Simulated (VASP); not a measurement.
Hf, 2 atoms in the cell. It takes space group P6_3/mmc (No. 194, hexagonal). Conventional cell: a = 3.197 Å, b = 3.197 Å, c = 5.058 Å, α = 90.00°, β = 90.00°, γ = 120.00°. Hf (site symmetry -6m2) has 12 Hf at 3.13 to 3.20 Å as nearest neighbours. 

| Property | Result |
| --- | --- |
| Program | VASP 6.6.1 |
| Task | relaxation of cell and atoms |
| Functional | PBE |
| Potentials or basis | VASP PAW PBE potentials, release 54 (Hf_pv) |
| Cutoff | 600 eV |
| k mesh | 10 × 10 × 5 |
| Occupations | fermi-dirac, width 0.05 eV |
| Spin | no spin polarisation |
| Further INCAR settings | ALGO = Normal; EDIFF = 1e-06; IBRION = 2; EDIFFG = -0.005; NSW = 60; ISIF = 3 |

Potentials or basis: VASP PAW PBE potentials, release 54 (Hf_pv).

Command:

```console
$ cat potpaw_PBE.54/Hf_pv/POTCAR > POTCAR
$ mpirun -np 1 vasp_std > vasp.out
```

Hardware: 1 thread of Intel(R) Xeon(R) Platinum 8488C (Sapphire Rapids) (shared host).

Q: How long does it take, and how much memory?

A: It took 50 s on 1 thread of Intel(R) Xeon(R) Platinum 8488C (Sapphire Rapids), with other jobs on the host, peak memory 0.19 GiB. Counts: scf iterations 33, k points 42, ion steps 5.
